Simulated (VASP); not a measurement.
# BN (Qingsongite) (F-43m) in VASP: notebook

The runs below take BN (Qingsongite) through relaxation of the atoms, with LDA.

All numbers are computed with VASP 6.6.1; they aren't measurements. Logs are shortened: lines on timing, memory, paths and dates and some standing lists are left out, and cuts for length are marked.

**Measured values to compare with.**

A printed reference work, monograph reports, for a bulk crystal of BN at 300 K: band gap 6.4 eV (indirect).

How close the calculation comes is told below.

## (1) The structure

It takes space group F-43m (No. 216, cubic). Conventional cell: a = 3.583 Å, b = 3.583 Å, c = 3.583 Å, α = 90.00°, β = 90.00°, γ = 90.00°. Around B (site symmetry -43m) lie 4 N at 1.55 Å. N (site symmetry -43m) has 4 B at 1.55 Å as nearest neighbours.

## (2) Relaxation of the atoms, LDA (a relaxed cell with its volume scaled by 0.96)

INCAR reads:

```
SYSTEM = BN
ALGO     = Fast           ! electronic algorithm
EDIFF    = 1E-7           ! SCF threshold, eV
EDIFFG   = -0.01          ! ionic threshold
ENCUT    = 600            ! plane-wave cutoff, eV
GGA      = CA             ! functional
IBRION   = 2              ! ionic algorithm
ISIF     = 2              ! what is computed and relaxed
ISMEAR   = 0              ! smearing method
LASPH    = .True.         ! aspherical terms in the spheres
LCHARG   = .False.        ! write CHGCAR
LREAL    = .False.        ! projectors in reciprocal space
LWAVE    = .False.        ! write WAVECAR
NELM     = 80             ! most SCF steps
NSW      = 40             ! ionic steps
PREC     = Accurate       ! precision mode
SIGMA    = 0.03           ! smearing width, eV
```

KPOINTS reads:

```
k-points
0
Gamma
  14 14 14
  0 0 0
```

POSCAR reads:

```
BN                                      
1.0
    0.0000000000      1.7671545659      1.7671545659
    1.7671545659      0.0000000000      1.7671545659
    1.7671545659      1.7671545659      0.0000000000
  B               N             
     1     1
Direct
     0.0000000000000000    0.0000000000000000    0.0000000000000000
     0.2500000000000000    0.2500000000000000    0.2500000000000000
```

Potentials or basis: VASP PAW LDA potentials, release 64 (B, N).

On the command line:

```console
$ cat potpaw_LDA.64/B/POTCAR potpaw_LDA.64/N/POTCAR > POTCAR
$ mpirun -np 1 vasp_std > vasp.out
```

OUTCAR:

```text
SYSTEM = BN
   EDIFF = 1E-7
   EDIFFG = -0.01
   ENCUT = 600
   GGA = CA
   IBRION = 2
   ISIF = 2
   ISMEAR = 0
   LASPH = .True.
   LREAL = .False.
   NELM = 80
   NSW = 40
   PREC = Accurate

 ion  position               nearest neighbor table
   1  0.000  0.000  0.000-   2 1.53   2 1.53   2 1.53   2 1.53
   2  0.250  0.250  0.250-   1 1.53   1 1.53   1 1.53   1 1.53

  LATTYP: Found a face centered cubic cell.
 ALAT       =     3.5343091318

  Lattice vectors:

 A1 = (   0.0000000000,   1.7671545659,   1.7671545659)
 A2 = (   1.7671545659,   0.0000000000,   1.7671545659)
 A3 = (   1.7671545659,   1.7671545659,   0.0000000000)

Analysis of symmetry for initial positions (statically):
=====================================================================
 Subroutine PRICEL returns:
 Original cell was already a primitive cell.

 Routine SETGRP: Setting up the symmetry group for a
 face centered cubic supercell.

 Subroutine GETGRP returns: Found 24 space group operations
 (whereof 24 operations were pure point group operations)
 out of a pool of 48 trial point group operations.

The static configuration has the point symmetry T_d .

Analysis of symmetry for dynamics (positions and initial velocities):
=====================================================================
 Subroutine PRICEL returns:
 Original cell was already a primitive cell.

 Routine SETGRP: Setting up the symmetry group for a
 face centered cubic supercell.

 Subroutine GETGRP returns: Found 24 space group operations
 (whereof 24 operations were pure point group operations)
 out of a pool of 48 trial point group operations.

The dynamic configuration has the point symmetry T_d .

 Subroutine INISYM returns: Found 24 space group operations
 (whereof 24 operations are pure point group operations),
 and found     1 'primitive' translations

----------------------------------------------------------------------------------------

                                     Primitive cell

  volume of cell :      11.0371

  direct lattice vectors                    reciprocal lattice vectors
     0.000000000  1.767154566  1.767154566    -0.282940728  0.282940728  0.282940728
     1.767154566  0.000000000  1.767154566     0.282940728 -0.282940728  0.282940728
     1.767154566  1.767154566  0.000000000     0.282940728  0.282940728 -0.282940728

  length of vectors
     2.499133954  2.499133954  2.499133954     0.490067717  0.490067717  0.490067717

  position of ions in fractional coordinates (direct lattice)
     0.000000000  0.000000000  0.000000000
     0.250000000  0.250000000  0.250000000

  ion indices of the primitive-cell ions
   primitive index   ion index
                 1           1
                 2           2

----------------------------------------------------------------------------------------

 KPOINTS: k-points

Automatic generation of k-mesh.
 Grid dimensions read from file:
 generate k-points for:   14   14   14

 Generating k-lattice:

  Cartesian coordinates                     Fractional coordinates (reciprocal lattice)
    -0.020210052  0.020210052  0.020210052     0.071428571  0.000000000  0.000000000
     0.020210052 -0.020210052  0.020210052     0.000000000  0.071428571  0.000000000
     0.020210052  0.020210052 -0.020210052     0.000000000  0.000000000  0.071428571

  Length of vectors
     0.035004837  0.035004837  0.035004837

  Shift w.r.t. Gamma in fractional coordinates (k-lattice)
     0.000000000  0.000000000  0.000000000

 Subroutine IBZKPT returns following result:
 ===========================================

 Found    104 irreducible k-points:

 Following reciprocal coordinates:
            Coordinates               Weight
  0.000000  0.000000  0.000000      1.000000
  0.071429  0.000000  0.000000      8.000000
  0.142857  0.000000  0.000000      8.000000
  0.214286  0.000000  0.000000      8.000000
  0.285714  0.000000  0.000000      8.000000
  0.357143  0.000000  0.000000      8.000000
[... 16 lines left out ...]
  0.214286  0.142857  0.000000     24.000000
  0.285714  0.142857  0.000000     24.000000
 [... further k-points ...]
   k-points           NKPTS =    104   k-points in BZ     NKDIM =    104   number of bands    NBANDS=      8
   number of dos      NEDOS =    301   number of ions     NIONS =      2
   total plane-waves  NPLWV =   8000
   dimension x,y,z NGX =    20 NGY =   20 NGZ =   20
   dimension x,y,z NGXF=    40 NGYF=   40 NGZF=   40
   ions per type =               1   1
   NGX,Y,Z   is equivalent  to a cutoff of  13.30, 13.30, 13.30 a.u.
   NGXF,Y,Z  is equivalent  to a cutoff of  26.61, 26.61, 26.61 a.u.
 SYSTEM =  BN
   PREC   = accura    normal or accurate (medium, high low for compatibility)
   ISTART =      0    job   : 0-new  1-cont  2-samecut
   ICHARG =      2    charge: 1-file 2-atom 10-const
   ISPIN  =      1    spin polarized calculation?
   LNONCOLLINEAR =      F non collinear calculations
   LSORBIT =      F    spin-orbit coupling
   LASPH  =      T    aspherical Exc in radial PAW
   ENCUT  =  600.0 eV  44.10 Ry    6.64 a.u.   4.99  4.99  4.99*2*pi/ulx,y,z
   NELM   =     80;   NELMIN=  2; NELMDL= -5     # of ELM steps
   EDIFF  = 0.1E-06   stopping-criterion for ELM
   LREAL  =      F    real-space projection
   EDIFFG = -.1E-01   stopping-criterion for IOM
   NSW    =     40    number of steps for IOM
   IBRION =      2    ionic relax: 0-MD 1-quasi-New 2-CG
   NFREE  =      1    steps in history (QN), initial steepest desc. (CG)
   ISIF   =      2    stress and relaxation
   ISYM   =      2    0-nonsym 1-usesym 2-fastsym
   POTIM  = 0.5000    time-step for ionic-motion
   TEBEG  =    0.0;   TEEND  =   0.0 temperature during run
   PSTRESS=    0.0 pullay stress
   NELECT =       8.0000    total number of electrons
   NUPDOWN=      -1.0000    fix difference up-down
   EMIN   =  10.00;   EMAX   =-10.00  energy-range for DOS
   EFERMI =   0.00;   METHOD = LEGACY
   ISMEAR =     0;   SIGMA  =   0.03  broadening in eV -4-tet -1-fermi 0-gaus
   EFERMI_NEDOS =   21; number of points for ismear=-14 and -15
   IALGO  =     68    algorithm
   IMIX   =      4    mixing-type and parameters
     AMIX     =   0.40;   BMIX     =  1.00
     AMIX_MAG =   1.60;   BMIX_MAG =  1.00
  volume/ion in A,a.u.               =       5.52        37.24
  Fermi-wavevector in a.u.,A,eV,Ry     =   1.470574  2.778982 29.423805  2.162589
  Thomas-Fermi vector in A             =   2.585815
   LORBIT       =      0    0 simple, 1 ext, 2 COOP (PROOUT), +10 PAW based schemes
   GGA     = CA    functional components
   LHFCALC =     F    Hartree Fock is set to
   AEXX    =    0.0000 exact exchange contribution
   IVDW    =     0    specifies the selected vdW correction
   LEPSILON=     F    determine dielectric tensor
   LRPA    =     F    only Hartree local field effects (RPA)
 conjugate gradient relaxation of ions
 non-spin polarized calculation
 RMM-DIIS sequential band-by-band and
 Gauss-broadening in eV      SIGMA  =   0.03
  energy-cutoff  :      600.00
  volume of cell :       11.04
 maximum number of plane-waves:       378
   NGX =  9   NGY =  9   NGZ =  9

 number of electron       7.9999999 magnetization

 Free energy of the ion-electron system (eV)
  ---------------------------------------------------
  ext. energy  EPLUGINS =         0.00000000
  ---------------------------------------------------
  free energy    TOTEN  =       -19.39043432 eV

  energy without entropy =      -19.39043432  energy(sigma->0) =      -19.39043432

 E-fermi :   8.3873     XC(G=0): -13.4334

 val. band max:        8.2598790339   @ k =   0.0000   0.0000   0.0000
 cond. band min:      12.6807912066   @ k =   0.5000   0.5000   0.0000
 fundamental gap:      4.4209121727
 Fermi energy:         8.3872645676

 k-point     1 :       0.0000    0.0000    0.0000
  band No.  band energies     occupation
      1     -12.5973      2.00000
      2       8.2599      2.00000
      3       8.2599      2.00000
      4       8.2599      2.00000
      5      17.2626      0.00000
      6      17.2626      0.00000
      7      17.2626      0.00000
      8      19.8208      0.00000

 k-point     2 :       0.0714    0.0000    0.0000
  band No.  band energies     occupation
      1     -12.4660      2.00000
      2       7.5475      2.00000
      3       8.1132      2.00000
      4       8.1132      2.00000
      5      17.4838      0.00000
      6      17.4838      0.00000
      7      17.5073      0.00000
      8      20.1855      0.00000

 k-point     3 :       0.1429    0.0000    0.0000
  band No.  band energies     occupation
      1     -12.0748      2.00000
      2       5.8140      2.00000
      3       7.7397      2.00000
      4       7.7397      2.00000
      5      17.9594      0.00000
      6      18.0304      0.00000
      7      18.0304      0.00000
      8      21.1236      0.00000

 k-point     4 :       0.2143    0.0000    0.0000
  band No.  band energies     occupation
      1     -11.4338      2.00000
      2       3.6538      2.00000
      3       7.2740      2.00000
      4       7.2740      2.00000
      5      18.3945      0.00000
      6      18.6340      0.00000
      7      18.6340      0.00000
      8      22.1923      0.00000

 k-point     5 :       0.2857    0.0000    0.0000
  band No.  band energies     occupation
      1     -10.5669      2.00000
      2       1.4209      2.00000
      3       6.8301      2.00000
      4       6.8301      2.00000
      5      18.7859      0.00000
      6      19.0481      0.00000
      7      19.0481      0.00000
      8      23.0379      0.00000

 k-point     6 :       0.3571    0.0000    0.0000
  band No.  band energies     occupation
      1      -9.5328      2.00000
      2      -0.6645      2.00000
      3       6.4783      2.00000
      4       6.4783      2.00000
      5      19.1021      0.00000
      6      19.2052      0.00000
      7      19.2052      0.00000
      8      23.5782      0.00000

 k-point     7 :       0.4286    0.0000    0.0000
  band No.  band energies     occupation
      1      -8.5035      2.00000
      2      -2.3505      2.00000
      3       6.2559      2.00000
      4       6.2559      2.00000
      5      19.2111      0.00000
      6      19.2111      0.00000
      7      19.3044      0.00000
      8      23.8704      0.00000
[... 133 lines left out ...]
 k-point    20 :      -0.1429    0.0714    0.0000
  band No.  band energies     occupation
      1     -11.7735      2.00000
      2       5.0711      2.00000
      3       6.7239      2.00000
      4       7.8500      2.00000
      5      18.0037      0.00000
      6      18.1926      0.00000
      7      18.8836      0.00000
      8      21.5888      0.00000

 k-point    21 :      -0.0714    0.0714    0.0000
  band No.  band energies     occupation
      1     -12.2481      2.00000
      2       6.7940      2.00000
      3       7.3746      2.00000
      4       8.1251      2.00000
      5      17.5548      0.00000
      6      17.6857      0.00000
      7      18.2252      0.00000
      8      20.7048      0.00000

 k-point    22 :       0.1429    0.1429    0.0000
  band No.  band energies     occupation
      1     -11.9015      2.00000
      2       6.7012      2.00000
      3       6.7580      2.00000
      4       6.7580      2.00000
      5      16.4568      0.00000
      6      19.3411      0.00000
      7      19.3411      0.00000
      8      21.0449      0.00000

 k-point    23 :       0.2143    0.1429    0.0000
  band No.  band energies     occupation
      1     -11.4312      2.00000
      2       5.0272      2.00000
      3       6.1893      2.00000
      4       6.6883      2.00000
      5      16.4010      0.00000
      6      20.0743      0.00000
      7      20.1898      0.00000
      8      21.4007      0.00000

 k-point    24 :       0.2857    0.1429    0.0000
  band No.  band energies     occupation
      1     -10.7216      2.00000
      2       3.0144      2.00000
      3       5.7240      2.00000
      4       6.3221      2.00000
      5      16.7470      0.00000
      6      20.5631      0.00000
      7      20.8250      0.00000
      8      21.7267      0.00000

 [... further k-points ...]

------------------------ aborting loop because EDIFF is reached ----------------------------------------

  FORCE on cell =-STRESS in cart. coord.  units (eV):
  Direction    XX          YY          ZZ          XY          YZ          ZX
  --------------------------------------------------------------------------------------
  -------------------------------------------------------------------------------------
  Total        1.2200224      1.2200224      1.2200224      0.0000000      0.0000000     -0.0000000
  in kB      177.1025391    177.1025391    177.1025391      0.0000000      0.0000000     -0.0000000
  external PRESSURE =     177.1025391 kB  Pullay stress =       0.0000000 kB

 VOLUME and BASIS-vectors are now :
 -----------------------------------------------------------------------------
  energy-cutoff  :      600.00
  volume of cell :       11.04
      direct lattice vectors                 reciprocal lattice vectors
     0.000000000  1.767154566  1.767154566    -0.282940728  0.282940728  0.282940728
     1.767154566  0.000000000  1.767154566     0.282940728 -0.282940728  0.282940728
     1.767154566  1.767154566  0.000000000     0.282940728  0.282940728 -0.282940728

 POSITION                                       TOTAL-FORCE (eV/Angst)
 -----------------------------------------------------------------------------------
      0.00000      0.00000      0.00000         0.000000     -0.000000     -0.000000
      0.88358      0.88358      0.88358        -0.000000      0.000000      0.000000
 -----------------------------------------------------------------------------------
    total drift:                               -0.000000     -0.000000     -0.000000

  FREE ENERGIE OF THE ION-ELECTRON SYSTEM (eV)
  ---------------------------------------------------
  free  energy   TOTEN  =       -19.3904343197 eV

  energy  without entropy=      -19.3904343197  energy(sigma->0) =      -19.39043432

 reached required accuracy - stopping structural energy minimisation
```

It took 7.9 s on 1 thread of Intel Xeon Platinum 8488C (Sapphire Rapids), shared host; peak memory 0.11 GiB.

Results:

```yaml
Free_energy: -19.3904 eV
Pressure_after_relaxing: 17.7 GPa
Band_gap_on_the_k_mesh: 4.42 eV, indirect (least direct gap 9.00 eV)
```

Final structure:
```
CELL_PARAMETERS angstrom
0.00000 1.76715 1.76715
1.76715 0.00000 1.76715
1.76715 1.76715 0.00000
ATOMIC_POSITIONS crystal
B 0.00000 0.00000 0.00000
N 0.25000 0.25000 0.25000
```

Levels at points of the mesh, in eV from the valence-band top:
```csv
k point,band 1,band 2,band 3,band 4,band 5,band 6,band 7,band 8
"(0.00, 0.00, 0.00)",-20.86,0.00,0.00,0.00,9.00,9.00,9.00,11.56
"(0.50, 0.00, 0.00)",-16.25,-11.35,-2.08,-2.08,10.94,10.94,11.11,15.70
"(0.50, 0.50, 0.00)",-14.78,-9.34,-5.27,-5.27,4.42,9.53,18.75,18.75
```

Caveat: the relaxation stopped at its first step, so nothing moved. A k mesh can miss the band edges.

## (3) Relaxation of the atoms, LDA (a relaxed cell with its volume scaled by 0.98)

INCAR is that of step 2.

KPOINTS is that of step 2.

POSCAR reads:

```
BN                                      
1.0
    0.0000000000      1.7793422239      1.7793422239
    1.7793422239      0.0000000000      1.7793422239
    1.7793422239      1.7793422239      0.0000000000
  B               N             
     1     1
Direct
     0.0000000000000000    0.0000000000000000    0.0000000000000000
     0.2500000000000000    0.2500000000000000    0.2500000000000000
```

Potentials or basis: VASP PAW LDA potentials, release 64 (B, N).

On the command line:

```console
$ cat potpaw_LDA.64/B/POTCAR potpaw_LDA.64/N/POTCAR > POTCAR
$ mpirun -np 1 vasp_std > vasp.out
```

Wall time 7.9 s (1 thread of Intel Xeon Platinum 8488C (Sapphire Rapids), shared host); peak memory 0.12 GiB.

It converged, with:

```yaml
Free_energy: -19.4098 eV
Pressure_after_relaxing: 8.4 GPa
Band_gap_on_the_k_mesh: 4.40 eV, indirect (least direct gap 8.91 eV)
```

Final structure:
```cif
data_structure
_symmetry_space_group_name_H-M 'P 1'
_symmetry_Int_Tables_number 1
_cell_length_a 2.5164
_cell_length_b 2.5164
_cell_length_c 2.5164
_cell_angle_alpha 60.000
_cell_angle_beta 60.000
_cell_angle_gamma 60.000
_cell_volume 11.27
loop_
_atom_site_label
_atom_site_type_symbol
_atom_site_fract_x
_atom_site_fract_y
_atom_site_fract_z
_atom_site_occupancy
B1 B 0.00000 0.00000 0.00000 1
N1 N 0.25000 0.25000 0.25000 1
```

Levels at points of the mesh, in eV from the valence-band top:
```
           k point  band 1  band 2  band 3  band 4  band 5  band 6  band 7  band 8
(0.00, 0.00, 0.00)  -20.61    0.00    0.00    0.00    8.91    8.91    8.91   11.21
(0.50, 0.00, 0.00)  -16.10  -11.15   -2.04   -2.04   10.82   10.82   10.83   15.49
(0.50, 0.50, 0.00)  -14.66   -9.20   -5.16   -5.16    4.40    9.41   18.43   18.43
```

Caveat: the relaxation stopped at its first step, so nothing moved.

## (4) Relaxation of the atoms, LDA

INCAR is that of step 3.

KPOINTS is that of step 3.

POSCAR reads:

```
BN                                      
1.0
    0.0000000000      1.7913651712      1.7913651712
    1.7913651712      0.0000000000      1.7913651712
    1.7913651712      1.7913651712      0.0000000000
  B               N             
     1     1
Direct
     0.0000000000000000    0.0000000000000000    0.0000000000000000
     0.2500000000000000    0.2500000000000000    0.2500000000000000
```

On the command line:

```console
$ cat potpaw_LDA.64/B/POTCAR potpaw_LDA.64/N/POTCAR > POTCAR
$ mpirun -np 1 vasp_std > vasp.out
```

Wall time 6.8 s (1 thread of Intel Xeon Platinum 8488C (Sapphire Rapids), shared host); peak memory 0.12 GiB.

Results (log left out):

| Item | Value |
| --- | --- |
| Free energy | -19.4164 eV |
| Pressure after relaxing | 0.0 GPa |
| Band gap on the k mesh | 4.38 eV, indirect (least direct gap 8.81 eV) |

Final structure:
```cif
data_structure
_symmetry_space_group_name_H-M 'P 1'
_symmetry_Int_Tables_number 1
_cell_length_a 2.5334
_cell_length_b 2.5334
_cell_length_c 2.5334
_cell_angle_alpha 60.000
_cell_angle_beta 60.000
_cell_angle_gamma 60.000
_cell_volume 11.50
loop_
_atom_site_label
_atom_site_type_symbol
_atom_site_fract_x
_atom_site_fract_y
_atom_site_fract_z
_atom_site_occupancy
B1 B 0.00000 0.00000 0.00000 1
N1 N 0.25000 0.25000 0.25000 1
```

Levels at points of the mesh, in eV from the valence-band top:
| k point | band 2 | band 3 | band 4 | band 5 | band 6 | band 7 |
| --- | --- | --- | --- | --- | --- | --- |
| (0.00, 0.00, 0.00) | 0.00 | 0.00 | 0.00 | 8.81 | 8.81 | 8.81 |
| (0.50, 0.00, 0.00) | -10.96 | -2.00 | -2.00 | 10.56 | 10.71 | 10.71 |
| (0.50, 0.50, 0.00) | -9.06 | -5.06 | -5.06 | 4.38 | 9.30 | 18.11 |

Caveat: the relaxation stopped at its first step, so nothing moved.

## (5) Summary

| cell | gap on the mesh (eV) | pressure (GPa) |
| --- | --- | --- |
| atoms relaxed from: a relaxed cell with its volume scaled by 0.96 | 4.42 | 17.7 |
| atoms relaxed from: a relaxed cell with its volume scaled by 0.98 | 4.40 | 8.4 |
| atoms relaxed | 4.38 | 0.0 |

Alike in all rows: task relaxation of the atoms; level LDA; potentials or basis VASP PAW LDA potentials, release 64 (B, N); no spin polarisation; k mesh 14 × 14 × 14; cutoff (eV) 600; smearing gaussian 0.03 eV.

Caveats: the relaxation stopped at its first step, so nothing moved.

Total energies depend on the potentials used, so only differences within one code and one set of settings carry meaning.

(Continued in part 2 of 2.)
